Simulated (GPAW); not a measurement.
The system is Zr.

```
CELL_PARAMETERS angstrom
3.23200 0.00000 0.00000
-1.61600 2.79899 0.00000
0.00000 0.00000 5.14700
ATOMIC_POSITIONS crystal
Zr 0.66667 0.33333 0.75000
Zr 0.33333 0.66667 0.25000
```

Base run:

| Property | Result |
| --- | --- |
| Program | GPAW 26.7.0 |
| Functional | PBEsol |
| Potentials or basis | PAW data sets generated in the run's folder for this functional |
| Cutoff | 600 eV |
| Basis | pw |
| k mesh | 9 × 9 × 5 |
| Occupations | fermi-dirac, width 0.05 eV |
| Spin | no spin polarisation |

Its results: pressure -3.6 GPa.

The run is repeated on the same cell with these changes: functional from PBEsol to BLYP. What comes out?

Pressure 3.2 GPa.

BLYP binds less tightly than PBEsol, so the same cell stands under more pressure.

Not every run made on this cell is shown here.
